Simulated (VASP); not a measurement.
# CdTe4 (Pm-3m) in VASP: notebook

Runs on CdTe4. Level: PBE. Tasks: single point, relaxation of cell and atoms.

Program: VASP 6.6.1. These are calculated values, not measurements. Logs are shortened: lines on timing, memory, paths and dates and some standing lists are left out, and cuts for length are marked.

## Step 1: The cell of the first run

Symmetry: Pm-3m, No. 221, cubic system. Conventional cell: a = 5.803 Å, b = 5.803 Å, c = 5.803 Å, α = 90.00°, β = 90.00°, γ = 90.00°. Cd (site symmetry m-3m) is surrounded by 12 Te at 4.10 Å. Te (site symmetry 4/mmm) is surrounded by 2 Te at 2.90 Å. Te (site symmetry m-3m) has 6 Te at 2.90 Å as nearest neighbours.

The cell was built by a generator and needn't be a form met in nature.

## Step 2: Single point, PBE (random cell by space group and Wyckoff sites (Pm-3m, No. 221))

INCAR

```
SYSTEM = CdTe4
PREC = Accurate ; ENCUT = 520
EDIFF = 1E-7 ; ISMEAR = 0
SIGMA = 0.1 ; LREAL = .FALSE.
LASPH = .TRUE. ; NELM = 100
ALGO = Fast ; ISIF = 2
LWAVE = .FALSE. ; LCHARG = .TRUE.
GGA = PE ; LELF = .TRUE.
LVHAR = .TRUE. ; NBANDS = 26
```

KPOINTS

```
regular mesh
0
G
  8 8 8
  0 0 0
```

POSCAR

```
CdTe4
1.0
    5.8033933212      0.0000000000      0.0000000000
    0.0000000000      5.8033933212      0.0000000000
    0.0000000000      0.0000000000      5.8033933212
Cd Te
1 4
Direct
    0.0000000000      0.0000000000      0.0000000000
    0.0000000000      0.5000000000      0.5000000000
    0.5000000000      0.0000000000      0.5000000000
    0.5000000000      0.5000000000      0.0000000000
    0.5000000000      0.5000000000      0.5000000000
```

Potentials or basis: VASP PAW PBE potentials, release 64 (Cd, Te).

Started as:

```console
cat potpaw_PBE.64/Cd/POTCAR potpaw_PBE.64/Te/POTCAR > POTCAR
mpirun -np 1 vasp_std > vasp.out
```

OUTCAR:

```text
SYSTEM = CdTe4
   PREC = Accurate
   ENCUT = 520
   EDIFF = 1E-7
   ISMEAR = 0
   LREAL = .FALSE.
   LASPH = .TRUE.
   NELM = 100
   ISIF = 2
   GGA = PE

 ion  position               nearest neighbor table
   1  0.000  0.000  0.000-
   2  0.000  0.500  0.500-   5 2.90   5 2.90
   3  0.500  0.000  0.500-   5 2.90   5 2.90
   4  0.500  0.500  0.000-   5 2.90   5 2.90
   5  0.500  0.500  0.500-   2 2.90   3 2.90   4 2.90   4 2.90   3 2.90   2 2.90

  LATTYP: Found a simple cubic cell.
 ALAT       =     5.8033933212

  Lattice vectors:

 A1 = (   5.8033933212,   0.0000000000,   0.0000000000)
 A2 = (   0.0000000000,   5.8033933212,   0.0000000000)
 A3 = (   0.0000000000,   0.0000000000,   5.8033933212)

Analysis of symmetry for initial positions (statically):
=====================================================================
 Subroutine PRICEL returns:
 Original cell was already a primitive cell.

 Routine SETGRP: Setting up the symmetry group for a
 simple cubic supercell.

 Subroutine GETGRP returns: Found 48 space group operations
 (whereof 48 operations were pure point group operations)
 out of a pool of 48 trial point group operations.

The static configuration has the point symmetry O_h .

Analysis of symmetry for dynamics (positions and initial velocities):
=====================================================================
 Subroutine PRICEL returns:
 Original cell was already a primitive cell.

 Routine SETGRP: Setting up the symmetry group for a
 simple cubic supercell.

 Subroutine GETGRP returns: Found 48 space group operations
 (whereof 48 operations were pure point group operations)
 out of a pool of 48 trial point group operations.

The dynamic configuration has the point symmetry O_h .

 Subroutine INISYM returns: Found 48 space group operations
 (whereof 48 operations are pure point group operations),
 and found     1 'primitive' translations

----------------------------------------------------------------------------------------

                                     Primitive cell

  volume of cell :     195.4547

  direct lattice vectors                    reciprocal lattice vectors
     5.803393321  0.000000000  0.000000000     0.172312980  0.000000000  0.000000000
     0.000000000  5.803393321  0.000000000     0.000000000  0.172312980  0.000000000
     0.000000000  0.000000000  5.803393321     0.000000000  0.000000000  0.172312980

  length of vectors
     5.803393321  5.803393321  5.803393321     0.172312980  0.172312980  0.172312980

  position of ions in fractional coordinates (direct lattice)
     0.000000000  0.000000000  0.000000000
     0.000000000  0.500000000  0.500000000
     0.500000000  0.000000000  0.500000000
     0.500000000  0.500000000  0.000000000
     0.500000000  0.500000000  0.500000000

  ion indices of the primitive-cell ions
   primitive index   ion index
                 1           1
                 2           2
                 3           3
                 4           4
                 5           5

----------------------------------------------------------------------------------------

 KPOINTS: regular mesh

Automatic generation of k-mesh.
 Grid dimensions read from file:
 generate k-points for:    8    8    8

 Generating k-lattice:

  Cartesian coordinates                     Fractional coordinates (reciprocal lattice)
     0.021539123  0.000000000  0.000000000     0.125000000  0.000000000  0.000000000
     0.000000000  0.021539123  0.000000000     0.000000000  0.125000000  0.000000000
     0.000000000  0.000000000  0.021539123     0.000000000  0.000000000  0.125000000

  Length of vectors
     0.021539123  0.021539123  0.021539123

  Shift w.r.t. Gamma in fractional coordinates (k-lattice)
     0.000000000  0.000000000  0.000000000

 Subroutine IBZKPT returns following result:
 ===========================================

 Found     35 irreducible k-points:

 Following reciprocal coordinates:
            Coordinates               Weight
  0.000000  0.000000  0.000000      1.000000
  0.125000  0.000000  0.000000      6.000000
  0.250000  0.000000  0.000000      6.000000
  0.375000  0.000000  0.000000      6.000000
  0.500000  0.000000  0.000000      3.000000
  0.125000  0.125000  0.000000     12.000000
[... 16 lines left out ...]
  0.375000  0.375000  0.125000     24.000000
  0.500000  0.375000  0.125000     24.000000
 [... further k-points ...]
   k-points           NKPTS =     35   k-points in BZ     NKDIM =     35   number of bands    NBANDS=     26
   number of dos      NEDOS =    301   number of ions     NIONS =      5
   total plane-waves  NPLWV = 110592
   dimension x,y,z NGX =    48 NGY =   48 NGZ =   48
   dimension x,y,z NGXF=    96 NGYF=   96 NGZF=   96
   ions per type =               1   4
   NGX,Y,Z   is equivalent  to a cutoff of  13.75, 13.75, 13.75 a.u.
   NGXF,Y,Z  is equivalent  to a cutoff of  27.50, 27.50, 27.50 a.u.
 SYSTEM =  CdTe4
   PREC   = accura    normal or accurate (medium, high low for compatibility)
   ISTART =      0    job   : 0-new  1-cont  2-samecut
   ICHARG =      2    charge: 1-file 2-atom 10-const
   ISPIN  =      1    spin polarized calculation?
   LNONCOLLINEAR =      F non collinear calculations
   LSORBIT =      F    spin-orbit coupling
   LASPH  =      T    aspherical Exc in radial PAW
   ENCUT  =  520.0 eV  38.22 Ry    6.18 a.u.  10.79 10.79 10.79*2*pi/ulx,y,z
   NELM   =    100;   NELMIN=  2; NELMDL= -5     # of ELM steps
   EDIFF  = 0.1E-06   stopping-criterion for ELM
   LREAL  =      F    real-space projection
   EDIFFG = 0.1E-05   stopping-criterion for IOM
   NSW    =      0    number of steps for IOM
   IBRION =     -1    ionic relax: 0-MD 1-quasi-New 2-CG
   NFREE  =      0    steps in history (QN), initial steepest desc. (CG)
   ISIF   =      2    stress and relaxation
   ISYM   =      2    0-nonsym 1-usesym 2-fastsym
   POTIM  = 0.5000    time-step for ionic-motion
   TEBEG  =    0.0;   TEEND  =   0.0 temperature during run
   PSTRESS=    0.0 pullay stress
   NELECT =      36.0000    total number of electrons
   NUPDOWN=      -1.0000    fix difference up-down
   EMIN   =  10.00;   EMAX   =-10.00  energy-range for DOS
   EFERMI =   0.00;   METHOD = LEGACY
   ISMEAR =     0;   SIGMA  =   0.10  broadening in eV -4-tet -1-fermi 0-gaus
   EFERMI_NEDOS =   21; number of points for ismear=-14 and -15
   IALGO  =     68    algorithm
   IMIX   =      4    mixing-type and parameters
     AMIX     =   0.40;   BMIX     =  1.00
     AMIX_MAG =   1.60;   BMIX_MAG =  1.00
  volume/ion in A,a.u.               =      39.09       263.80
  Fermi-wavevector in a.u.,A,eV,Ry     =   0.931452  1.760188 11.804445  0.867602
  Thomas-Fermi vector in A             =   2.057946
   LORBIT       =      0    0 simple, 1 ext, 2 COOP (PROOUT), +10 PAW based schemes
   GGA     = PE    functional components
   LHFCALC =     F    Hartree Fock is set to
   AEXX    =    0.0000 exact exchange contribution
   IVDW    =     0    specifies the selected vdW correction
   LEPSILON=     F    determine dielectric tensor
   LRPA    =     F    only Hartree local field effects (RPA)
 non-spin polarized calculation
 RMM-DIIS sequential band-by-band and
 Gauss-broadening in eV      SIGMA  =   0.10
  energy-cutoff  :      520.00
  volume of cell :      195.45
 maximum number of plane-waves:      5294
 NGX is ok and might be reduce to    48
   NGX = 21   NGY = 21   NGZ = 21

 number of electron      35.9999997 magnetization

 Free energy of the ion-electron system (eV)
  ---------------------------------------------------
  ext. energy  EPLUGINS =         0.00000000
  ---------------------------------------------------
  free energy    TOTEN  =       -10.90369206 eV

  energy without entropy =      -10.87281422  energy(sigma->0) =      -10.88825314

 E-fermi :   2.9500     XC(G=0):  -8.3596

 val. band max:        2.9462807526   @ k =   0.5000   0.3750   0.2500
 cond. band min:       2.9514215452   @ k =   0.3750   0.3750   0.2500
 fundamental gap:      0.0051407926
 Fermi energy:         2.9500482220

 k-point     1 :       0.0000    0.0000    0.0000
  band No.  band energies     occupation
      1     -10.4765      2.00000
      2      -7.0092      2.00000
      3      -7.0092      2.00000
      4      -5.2805      2.00000
      5      -4.7885      2.00000
      6      -4.7885      2.00000
[... 18 lines left out ...]
     25       7.6258      0.00000
     26       8.1123      0.00000

 k-point     2 :       0.1250    0.0000    0.0000
  band No.  band energies     occupation
      1     -10.4434      2.00000
      2      -7.1029      2.00000
      3      -7.0070      2.00000
      4      -5.4267      2.00000
      5      -4.7894      2.00000
      6      -4.7894      2.00000
[... 18 lines left out ...]
     25       7.7444      0.00000
     26       7.7834      0.00000

 k-point     3 :       0.2500    0.0000    0.0000
  band No.  band energies     occupation
      1     -10.3567      2.00000
      2      -7.3500      2.00000
      3      -7.0015      2.00000
      4      -5.6416      2.00000
      5      -4.7917      2.00000
      6      -4.7917      2.00000
[... 18 lines left out ...]
     25       8.0595      0.00000
     26       8.1092      0.00000

 k-point     4 :       0.3750    0.0000    0.0000
  band No.  band energies     occupation
      1     -10.2578      2.00000
      2      -7.6159      2.00000
      3      -6.9960      2.00000
      4      -5.7577      2.00000
      5      -4.7939      2.00000
      6      -4.7939      2.00000
[... 18 lines left out ...]
     25       7.9079      0.00000
     26       7.9079      0.00000
[... 496 lines left out ...]
      1     -10.0306      2.00000
      2      -7.7125      2.00000
      3      -7.3085      2.00000
      4      -6.3986      2.00000
      5      -4.7918      2.00000
      6      -4.7905      2.00000
[... 18 lines left out ...]
     25       7.4963      0.00000
     26       8.6489      0.00000

 k-point    23 :       0.3750    0.3750    0.1250
  band No.  band energies     occupation
      1      -9.9635      2.00000
      2      -7.6169      2.00000
      3      -7.5408      2.00000
      4      -6.5032      2.00000
      5      -4.7914      2.00000
      6      -4.7909      2.00000
[... 18 lines left out ...]
     25       7.5273      0.00000
     26       9.1336      0.00000

 k-point    24 :       0.5000    0.3750    0.1250
  band No.  band energies     occupation
      1      -9.9073      2.00000
      2      -7.7029      2.00000
      3      -7.5729      2.00000
      4      -6.5388      2.00000
      5      -4.7912      2.00000
      6      -4.7910      2.00000
[... 18 lines left out ...]
     25       7.4701      0.00000
     26       9.4722      0.00000

 [... further k-points ...]

------------------------ aborting loop because EDIFF is reached ----------------------------------------

  FORCE on cell =-STRESS in cart. coord.  units (eV):
  Direction    XX          YY          ZZ          XY          YZ          ZX
  --------------------------------------------------------------------------------------
  -------------------------------------------------------------------------------------
  Total       -0.0628774     -0.0628774     -0.0628774      0.0000000      0.0000000     -0.0000000
  in kB       -0.5154177     -0.5154177     -0.5154177      0.0000000      0.0000000     -0.0000000
  external PRESSURE =      -0.5154177 kB  Pullay stress =       0.0000000 kB

 VOLUME and BASIS-vectors are now :
 -----------------------------------------------------------------------------
  energy-cutoff  :      520.00
  volume of cell :      195.45
      direct lattice vectors                 reciprocal lattice vectors
     5.803393321  0.000000000  0.000000000     0.172312980  0.000000000  0.000000000
     0.000000000  5.803393321  0.000000000     0.000000000  0.172312980  0.000000000
     0.000000000  0.000000000  5.803393321     0.000000000  0.000000000  0.172312980

 POSITION                                       TOTAL-FORCE (eV/Angst)
 -----------------------------------------------------------------------------------
      0.00000      0.00000      0.00000         0.000000      0.000000      0.000000
      0.00000      2.90170      2.90170         0.000000      0.000000      0.000000
      2.90170      0.00000      2.90170         0.000000      0.000000      0.000000
      2.90170      2.90170      0.00000         0.000000      0.000000      0.000000
      2.90170      2.90170      2.90170         0.000000      0.000000      0.000000
 -----------------------------------------------------------------------------------
    total drift:                               -0.000000      0.000000     -0.000000

  FREE ENERGIE OF THE ION-ELECTRON SYSTEM (eV)
  ---------------------------------------------------
  free  energy   TOTEN  =       -10.9036920618 eV

  energy  without entropy=      -10.8728142166  energy(sigma->0) =      -10.88825314
```

It took 78 s on 1 thread of Intel Xeon 6975P-C (Granite Rapids), shared host; peak memory 0.43 GiB.

What came out:

```yaml
Free_energy: -10.9037 eV
Pressure: -0.1 GPa
Band_gap_on_the_k_mesh: none (metal or under the smearing width)
```

The run has no spin-orbit coupling, so splittings on Te are missing.

[end of part 1 of 2]
